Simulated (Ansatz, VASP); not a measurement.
C: VASP beside Ansatz

```
C
1.0
     0.00000    1.77690    1.77690
     1.77690    0.00000    1.77690
     1.77690    1.77690    0.00000
C
2
Direct
  0.00000 0.00000 0.00000
  0.25000 0.25000 0.25000
```

Alike in both runs: functional PBEsol; k mesh 12 × 12 × 12; occupations gaussian, width 0.02 eV; no spin polarisation.

Ansatz relaxed the structure, and its values are those at the end. VASP's run is a single point on that final structure, the one shown.

|  | VASP | Ansatz |
| --- | --- | --- |
| version | VASP 6.6.1 | Ansatz 0.2.0 |
| potentials or method | VASP PAW PBE potentials, release 64 (C) | scalar-relativistic, plane waves, PAW |
| plane-wave cutoff (eV) | 520 | 420 |
| valence electrons in the cell | 8 | 8 |

Ansatz gave:

| Property | Result |
| --- | --- |
| gap on the k mesh at the Fermi level (eV) | 4.07 |
| least direct gap on the mesh (eV) | 5.57 |
| pressure (GPa) | 0.0 |

Q: What did VASP give for the same quantities?

A: gap on the k mesh at the Fermi level (eV): 4.06; least direct gap on the mesh (eV): 5.57; pressure (GPa): 1.1.

The functional is the same, so the differences come from potentials, cutoffs and numerics.

Caveats: the PAW data sets were made with another functional, which shifts forces and pressure a little (VASP).
